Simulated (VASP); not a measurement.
# Sm (I4/mmm) in VASP: a series of runs

Runs on Sm. Level: PBE. Tasks: single point.

Everything below comes from runs of VASP 6.6.1. Logs are shortened: lines on timing, memory, paths and dates and some standing lists are left out, and cuts for length are marked.

## (1) The crystal as given

It takes space group I4/mmm (No. 139, tetragonal). Conventional cell: a = 3.635 Å, b = 3.635 Å, c = 5.122 Å, α = 90.00°, β = 90.00°, γ = 90.00°. Around Sm (site symmetry 4/mmm) lie 12 Sm at 3.63 Å.

This isn't the form of Sm at room conditions, which is rhombohedral.

## (2) Single point, PBE, collinear spin, ferromagnetic start

INCAR reads:

```
SYSTEM = Sm
PREC = Accurate
ENCUT = 220
EDIFF = 1E-6
ISMEAR = 1
SIGMA = 0.2
LREAL = .False.
LASPH = .True.
NELM = 100
ALGO = Normal
ISIF = 2
LWAVE = .False.
LCHARG = .False.
ISPIN = 2
MAGMOM = 5
LORBIT = 11
LMAXMIX = 6
GGA = PE
ADDGRID = .False.
```

KPOINTS reads:

```
regular mesh
0
Gamma
  9 9 9
  0 0 0
```

POSCAR reads:

```
Sm
1.0
   -1.8424340000      1.8281900000      2.5309280000
    1.8521830000     -1.8921630000      2.5832430000
    1.7732950000      1.8230240000     -2.5763240000
Sm
1
Direct
    0.0008670000     -0.0165060000      0.0081580000
```

Potentials or basis: VASP PAW PBE potentials, release 64 (Sm).

The run is started by

```
cat potpaw_PBE.64/Sm/POTCAR > POTCAR
mpirun -np 1 vasp_std > vasp.out
```

OUTCAR:

```text
SYSTEM = Sm
   PREC = Accurate
   ENCUT = 220
   EDIFF = 1E-6
   ISMEAR = 1
   LREAL = .False.
   LASPH = .True.
   NELM = 100
   ISIF = 2
   ISPIN = 2
   LORBIT = 11
   GGA = PE

 Found    365 irreducible k-points:

 Following reciprocal coordinates:
            Coordinates               Weight
  0.000000  0.000000  0.000000      1.000000
  0.111111 -0.000000  0.000000      2.000000
  0.222222  0.000000 -0.000000      2.000000
  0.333333  0.000000 -0.000000      2.000000
  0.444444  0.000000 -0.000000      2.000000
 -0.000000  0.111111 -0.000000      2.000000
   k-points           NKPTS =    365   k-points in BZ     NKDIM =    365   number of bands    NBANDS=     15
   number of dos      NEDOS =    301   number of ions     NIONS =      1
   total plane-waves  NPLWV =   5832
   dimension x,y,z NGX =    18 NGY =   18 NGZ =   18
   dimension x,y,z NGXF=    36 NGYF=   36 NGZF=   36
   ions per type =               1
   NGX,Y,Z   is equivalent  to a cutoff of   8.25,  8.09,  8.27 a.u.
   NGXF,Y,Z  is equivalent  to a cutoff of  16.51, 16.18, 16.53 a.u.
 SYSTEM =  Sm
   PREC   = accura    normal or accurate (medium, high low for compatibility)
   ISTART =      0    job   : 0-new  1-cont  2-samecut
   ICHARG =      2    charge: 1-file 2-atom 10-const
   ISPIN  =      2    spin polarized calculation?
   LNONCOLLINEAR =      F non collinear calculations
   LSORBIT =      F    spin-orbit coupling
   LASPH  =      T    aspherical Exc in radial PAW
   ENCUT  =  220.0 eV  16.17 Ry    4.02 a.u.   4.38  4.47  4.38*2*pi/ulx,y,z
   NELM   =    100;   NELMIN=  2; NELMDL= -5     # of ELM steps
   EDIFF  = 0.1E-05   stopping-criterion for ELM
   LREAL  =      F    real-space projection
   EDIFFG = 0.1E-04   stopping-criterion for IOM
   NSW    =      0    number of steps for IOM
   IBRION =     -1    ionic relax: 0-MD 1-quasi-New 2-CG
   NFREE  =      0    steps in history (QN), initial steepest desc. (CG)
   ISIF   =      2    stress and relaxation
   ISYM   =      2    0-nonsym 1-usesym 2-fastsym
   POTIM  = 0.5000    time-step for ionic-motion
   TEBEG  =    0.0;   TEEND  =   0.0 temperature during run
   PSTRESS=    0.0 pullay stress
   NELECT =      16.0000    total number of electrons
   NUPDOWN=      -1.0000    fix difference up-down
   EMIN   =  10.00;   EMAX   =-10.00  energy-range for DOS
   EFERMI =   0.00;   METHOD = LEGACY
   ISMEAR =     1;   SIGMA  =   0.20  broadening in eV -4-tet -1-fermi 0-gaus
   EFERMI_NEDOS =   21; number of points for ismear=-14 and -15
   IALGO  =     38    algorithm
   IMIX   =      4    mixing-type and parameters
     AMIX     =   0.40;   BMIX     =  1.00
     AMIX_MAG =   1.60;   BMIX_MAG =  1.00
  volume/ion in A,a.u.               =      33.83       228.31
  Fermi-wavevector in a.u.,A,eV,Ry     =   1.275481  2.410310 22.134673  1.626853
  Thomas-Fermi vector in A             =   2.408191
   LORBIT       =     11    0 simple, 1 ext, 2 COOP (PROOUT), +10 PAW based schemes
   GGA     = PE    functional components
   LHFCALC =     F    Hartree Fock is set to
   AEXX    =    0.0000 exact exchange contribution
   IVDW    =     0    specifies the selected vdW correction
   LEPSILON=     F    determine dielectric tensor
   LRPA    =     F    only Hartree local field effects (RPA)
 spin polarized calculation
 Methfessel and Paxton  Order N= 1 SIGMA  =   0.20
  energy-cutoff  :      220.00
  volume of cell :       33.83
 maximum number of plane-waves:       264
 NGX is ok and might be reduce to    18
   NGX =  9   NGY =  9   NGZ =  9

 number of electron      15.9999997 magnetization       6.4740440

 Free energy of the ion-electron system (eV)
  ---------------------------------------------------
  ext. energy  EPLUGINS =         0.00000000
  ---------------------------------------------------
  free energy    TOTEN  =        -8.84805906 eV

  energy without entropy =       -8.82548856  energy(sigma->0) =       -8.84053556

 E-fermi :   3.0952     XC(G=0):  -9.8113

 val. band max:        3.0950803028   @ k =  -0.0000   0.4444  -0.0000
 cond. band min:       3.0959487869   @ k =  -0.4444   0.2222   0.3333
 fundamental gap:      0.0008684841
 Fermi energy:         3.0951872787

 spin component 1

 k-point     1 :       0.0000    0.0000    0.0000
  band No.  band energies     occupation
      1     -37.1267      1.00000
      2     -16.2084      1.00000
      3     -16.1850      1.00000
      4     -16.1756      1.00000
      5      -1.4730      1.00000
      6       2.7659      1.02093
      7       2.7947      1.02753
      8       2.8120      1.03117
      9       2.8150      1.03173
     10       2.8651      1.03452
     11       2.8754      1.03257
     12       2.9065      1.01822
     13       4.5575     -0.00000
     14       4.8645     -0.00000
     15       5.0180     -0.00000

 k-point     2 :       0.1111   -0.0000    0.0000
  band No.  band energies     occupation
      1     -37.1142      1.00000
      2     -16.2955      1.00000
      3     -16.2155      1.00000
      4     -16.2008      1.00000
      5      -1.1131      1.00000
      6       2.7411      1.01560
      7       2.7497      1.01736
      8       2.7688      1.02159
      9       2.8138      1.03151
     10       2.8571      1.03527
     11       2.8827      1.03046
     12       2.9292      0.99726
     13       4.6197     -0.00000
     14       4.8695     -0.00000
     15       5.1202     -0.00000

 k-point     3 :       0.2222    0.0000   -0.0000
  band No.  band energies     occupation
      1     -37.0826      1.00000
      2     -16.6003      1.00000
      3     -16.2616      1.00000
      4     -16.2352      1.00000
      5      -0.2166      1.00000
      6       2.6621      1.00452
      7       2.6922      1.00762
      8       2.7082      1.00981
      9       2.8062      1.03002
     10       2.8150      1.03174
     11       2.9279      0.99881
     12       2.9718      0.92748
     13       4.2505     -0.00000
     14       5.0108     -0.00000
     15       5.3955     -0.00000

 k-point     4 :       0.3333    0.0000   -0.0000
  band No.  band energies     occupation
      1     -37.0465      1.00000
      2     -16.9422      1.00000
      3     -16.3147      1.00000
      4     -16.2767      1.00000
      5       0.6166      1.00000
      6       2.5944      1.00114
      7       2.6228      1.00210
      8       2.7423      1.01583
      9       2.8155      1.03183
     10       2.8613      1.03495
     11       2.9997      0.85739
     12       3.0363      0.73778
     13       4.1698     -0.00000
     14       4.7327     -0.00000
     15       5.1535     -0.00000

 k-point     5 :       0.4444    0.0000   -0.0000
  band No.  band energies     occupation
      1     -37.0226      1.00000
      2     -17.1505      1.00000
      3     -16.3452      1.00000
      4     -16.2907      1.00000
      5       0.8932      1.00000
      6       2.5558      1.00046
      7       2.5887      1.00100
      8       2.7002      1.00866
      9       2.8315      1.03427
     10       3.0702      0.60488
     11       3.0795      0.56598
     12       3.0988      0.48459
     13       4.4334     -0.00000
     14       4.6515     -0.00000
     15       4.8604     -0.00000

 k-point     6 :      -0.0000    0.1111   -0.0000
  band No.  band energies     occupation
      1     -37.1148      1.00000
      2     -16.3069      1.00000
      3     -16.2087      1.00000
      4     -16.1985      1.00000
      5      -1.1215      1.00000
      6       2.7413      1.01564
      7       2.7547      1.01845
      8       2.7663      1.02103
      9       2.8142      1.03158
     10       2.8527      1.03543
     11       2.8830      1.03033
     12       2.9257      1.00120
     13       4.5186     -0.00000
     14       4.9798     -0.00000
     15       5.0860     -0.00000

 [... further k-points ...]

 spin component 2

 k-point     1 :       0.0000    0.0000    0.0000
  band No.  band energies     occupation
      1     -34.5284      1.00000
      2     -14.2126      1.00000
      3     -14.1846      1.00000
      4     -14.1718      1.00000
      5      -0.2230      1.00000
      6       5.8006     -0.00000
      7       6.0083     -0.00000
      8       6.1100     -0.00000
      9       6.2771     -0.00000
     10       6.5694     -0.00000
     11       6.5996     -0.00000
     12       6.7144     -0.00000
     13       7.2819      0.00000
     14       7.2951      0.00000
     15       7.3053      0.00000

 k-point     2 :       0.1111   -0.0000    0.0000
  band No.  band energies     occupation
      1     -34.5130      1.00000
      2     -14.3132      1.00000
      3     -14.2224      1.00000
      4     -14.2032      1.00000
      5       0.1472      1.00000
      6       5.4599     -0.00000
      7       5.9535     -0.00000
      8       6.2310     -0.00000
      9       6.4343     -0.00000
     10       6.5859     -0.00000
     11       6.6362     -0.00000
     12       6.7341     -0.00000
     13       7.2879      0.00000
     14       7.3020      0.00000
     15       7.3397      0.00000

 k-point     3 :       0.2222    0.0000   -0.0000
  band No.  band energies     occupation
      1     -34.4755      1.00000
      2     -14.6609      1.00000
      3     -14.2714      1.00000
      4     -14.2434      1.00000
      5       1.0644      1.00000
      6       4.9460     -0.00000
      7       5.9824     -0.00000
      8       6.2922     -0.00000
      9       6.3998     -0.00000
     10       6.6250     -0.00000
     11       6.6916     -0.00000
     12       6.8632     -0.00000
     13       7.2129      0.00000
     14       7.2938      0.00000
     15       7.3193      0.00000

 k-point     4 :       0.3333    0.0000   -0.0000
  band No.  band energies     occupation
      1     -34.4336      1.00000
      2     -15.0403      1.00000
      3     -14.3286      1.00000
      4     -14.2886      1.00000
      5       1.9229      1.00000
      6       4.9854     -0.00000
      7       5.7469     -0.00000
      8       6.1233     -0.00000
      9       6.2808     -0.00000
     10       6.7503     -0.00000
     11       6.7819     -0.00000
     12       6.9605     -0.00000
     13       7.0985      0.00000
     14       7.1372      0.00000
     15       7.2959      0.00000

 k-point     5 :       0.4444    0.0000   -0.0000
  band No.  band energies     occupation
      1     -34.4048      1.00000
      2     -15.2717      1.00000
      3     -14.3634      1.00000
      4     -14.3091      1.00000
      5       2.2172      1.00000
      6       5.4788     -0.00000
      7       5.5569     -0.00000
      8       5.9533     -0.00000
      9       6.2642     -0.00000
     10       6.8106     -0.00000
     11       6.8254     -0.00000
     12       7.0351     -0.00000
     13       7.0536     -0.00000
     14       7.0992      0.00000
     15       7.3145      0.00000

 k-point     6 :      -0.0000    0.1111   -0.0000
  band No.  band energies     occupation
      1     -34.5141      1.00000
      2     -14.3254      1.00000
      3     -14.2164      1.00000
      4     -14.1966      1.00000
      5       0.1407      1.00000
      6       5.4096     -0.00000
      7       6.0535     -0.00000
      8       6.2074     -0.00000
      9       6.3976     -0.00000
     10       6.5998     -0.00000
     11       6.6495     -0.00000
     12       6.7063     -0.00000
     13       7.2961      0.00000
     14       7.3003      0.00000
     15       7.3213      0.00000

 [... further k-points ...]
[... 5 lines left out ...]
  --------------------------------------------------------------------------------------
  -------------------------------------------------------------------------------------
  Total       -2.7950899     -2.8626698     -2.8108843      0.0511520      0.1129894     -0.0238013
  in kB     -132.3683536   -135.5687679   -133.1163396      2.4224266      5.3508900     -1.1271691
  external PRESSURE =    -133.6844870 kB  Pullay stress =       0.0000000 kB

 VOLUME and BASIS-vectors are now :
 -----------------------------------------------------------------------------
  energy-cutoff  :      220.00
  volume of cell :       33.83
      direct lattice vectors                 reciprocal lattice vectors
    -1.842434000  1.828190000  2.530928000     0.004892204  0.276448139  0.198983867
     1.852183000 -1.892163000  2.583243000     0.275599134  0.007644485  0.195105370
     1.773295000  1.823024000 -2.576324000     0.281145287  0.279242012  0.002957090

 POSITION                                       TOTAL-FORCE (eV/Angst)
 -----------------------------------------------------------------------------------
      1.83448     -1.84447      2.52178         0.000000      0.000000      0.000000
 -----------------------------------------------------------------------------------
    total drift:                               -0.000032     -0.000009     -0.000006

  FREE ENERGIE OF THE ION-ELECTRON SYSTEM (eV)
  ---------------------------------------------------
  free  energy   TOTEN  =        -8.8480590634 eV

  energy  without entropy=       -8.8254885644  energy(sigma->0) =       -8.84053556

 total charge

# of ion       s       p       d       f       tot
--------------------------------------------------
    1        2.073   5.795   0.474   5.447  13.789

 magnetization (x)

# of ion       s       p       d       f       tot
--------------------------------------------------
    1       -0.003  -0.031   0.250   5.439   5.656
```

Wall time 3.1 min (1 thread of Intel Xeon Platinum 8488C (Sapphire Rapids), shared host); peak memory 0.22 GiB.

The run converged, but a check on its numbers failed (symmetry, net force, bounds or a known fault of this set-up), so they aren't taken as properties of the crystal.

Caveat: the cutoff lies under the usual one of these potentials, so the numbers hold a large basis-set error; the magnetic or orbital state may not be the lowest; spin-orbit coupling is left out, which moves the levels of the heavy elements.

(Continued in part 2 of 2.)
